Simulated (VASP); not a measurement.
## ZrS: relaxation of cell and atoms with PBEsol

Crystal: ZrS.

```
Zr S
1.0
     0.00000    2.62500    2.62500
     2.62500    0.00000    2.62500
     2.62500    2.62500    0.00000
Zr S
1 1
Direct
  0.00000 0.00000 0.00000
  0.50000 0.50000 0.50000
```

| Item | Value |
| --- | --- |
| Program | VASP 6.6.1 |
| Task | relaxation of cell and atoms |
| Functional | PBEsol |
| Potentials or basis | VASP PAW PBE potentials, release 64 (Zr_sv, S) |
| Cutoff | 600 eV |
| k mesh | 9 × 9 × 9 |
| Occupations | fermi-dirac, width 0.05 eV |
| Spin | no spin polarisation |
| Further INCAR settings | ALGO = Fast; EDIFF = 1e-07; IBRION = 2; EDIFFG = -0.01; NSW = 40; ISIF = 3 |

The relaxed volume is 17.27 Å³/atom, the relaxed cell is a = 3.655 Å, b = 3.655 Å, c = 3.655 Å, α = 60.00°, β = 60.00°, γ = 60.00° and the space group after relaxing (to 0.05 Å) is Fm-3m (No. 225). The energy gained by relaxing is 16.9 meV/atom and the ionic steps are 3. The pressure after relaxing is -0.1 GPa.

Step by step:
```
step  energy change (eV)  largest force (eV/Å)  pressure (GPa)  volume (Å³)
   1              0.0000                0.0000           -6.26        36.18
   2              0.0205                0.0000            9.59        32.60
   3             -0.0338                0.0000           -0.09        34.54
```

Final structure:
```
Zr S
1.0
     0.00000    2.58473    2.58473
     2.58473    0.00000    2.58473
     2.58473    2.58473    0.00000
Zr S
1 1
Direct
  0.00000 0.00000 0.00000
  0.50000 0.50000 0.50000
```

Levels at points of the mesh, in eV from the Fermi level:
```csv
k point,band 6,band 7,band 8,band 9,band 10,band 11,band 12,band 13
"(0.00, 0.00, 0.00)",-3.46,-3.46,-3.46,-1.40,-1.40,-1.40,-0.68,-0.68
```

Wall time 68 s on 1 thread of Intel(R) Xeon(R) 6975P-C (Granite Rapids) (shared host), peak memory 0.18 GiB.

Caveat: the bands computed are all filled at some k points, so no gap is given; the PAW data sets were made with another functional, which shifts forces and pressure a little.
